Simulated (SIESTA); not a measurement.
# Bi2Te2Se under changes of volume

One of the cells (34.248 Å³/atom); the others are scaled copies at fixed shape and fractional positions:

```
Bi Te Se
1.0
     2.16097    1.24764   10.58557
    -2.16097    1.24764   10.58557
     0.00000   -2.49527   10.58557
Bi Te Se
2 2 1
Direct
  0.39172 0.39172 0.39172
  0.60828 0.60828 0.60828
  0.78040 0.78040 0.78040
  0.21960 0.21960 0.21960
  0.00000 0.00000 0.00000
```

The cell is a database's computed one.

* Program: SIESTA 5.4.2
* Functional: LDA
* Potentials or basis: PseudoDojo 0.4 standard (LDA files)
* Basis: DZP (energy shift 0.003 Ry; two zetas on semicore shells)
* Grid cutoff: 500 Ry
* Energy shift: 0.003 Ry
* k mesh: 5 × 5 × 5
* Occupations: fermi-dirac, width 0.05 eV
* Spin: no spin polarisation

```tsv
volume (Å³/atom)	energy over the lowest point (meV/atom)	pressure (GPa)	gap on the mesh (eV)	largest force (eV/Å)
32.193	4.44	1.7	0.37	0.665
32.878	0.00	0.4	0.38	0.471
33.563	0.64	-0.7	0.39	0.293
34.248	5.80	-1.7	0.40	0.202
34.933	14.98	-2.6	0.41	0.142
35.618	?	?	?	?
36.303	43.74	-4.1	0.42	0.291
```

What does the run at 35.618 Å³/atom give?

Energy over the lowest point 27.75 meV/atom; pressure -3.4 GPa; gap on the mesh 0.41 eV; largest force 0.162 eV/Å.

Worked out: A Birch-Murnaghan fit of order 3 (a polynomial in V^(-2/3)) to the other rows has its minimum at 33.13 Å³/atom with B0 = V·E''(V) = 55 GPa and B' = 4.6 at fixed shape and positions, which overstates the stiffness. It gives 27.76 meV/atom at 35.618 Å³/atom, against the run's 27.75, and -dE/dV = -3.4 GPa, against -3.4. A straight line through the other rows of the gap, of slope 0.429 eV per unit of ln V (its deformation potential), gives 0.42 eV, against the run's 0.41.

Energies are extrapolated to zero smearing.

Caveats: spin-orbit coupling is left out, which as a rule narrows the gap of such compounds by several tenths of an eV; an odd mesh through Γ misses points on the zone boundary, where band edges often lie; the basis of atomic orbitals isn't converged, which shifts pressures, moduli and gaps.
